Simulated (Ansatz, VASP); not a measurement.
# Two plane-wave programs on AlCo

```
CELL_PARAMETERS angstrom
2.85190 0.00000 0.00000
0.00000 2.85190 0.00000
0.00000 0.00000 2.85190
ATOMIC_POSITIONS crystal
Al 0.00000 0.00000 0.00000
Co 0.50000 0.50000 0.50000
```

Alike in both runs: functional PBE; k mesh 14 × 14 × 14; occupations gaussian, width 0.1 eV; collinear spin.

Ansatz relaxed the structure, and its values are those at the end. VASP's run is a single point on that final structure, the one shown.

|  | VASP | Ansatz |
| --- | --- | --- |
| version | VASP 6.6.1 | Ansatz 0.2.0 |
| potentials or method | VASP PAW PBE potentials, release 64 (Al, Co) | scalar-relativistic, plane waves, PAW |
| plane-wave cutoff (eV) | 520 | 420 |
| valence electrons in the cell | 12 | 20 |

|  | VASP | Ansatz | Ansatz less VASP |
| --- | --- | --- | --- |
| gap on the k mesh at the Fermi level (eV) | none | none | - |
| pressure (GPa) | 0.0 | 0.0 | +0.01 |
| net moment per atom (μB) | 0.00 | 0.00 | 0.000 |

A gap of «none» marks a metal or a gap that the smearing closes. With one functional, cell and mesh, what is left measures potentials, basis and numerics. The two sets of potentials don't hold the same shells in valence. Ansatz warned: «seeded_moment_not_kept».
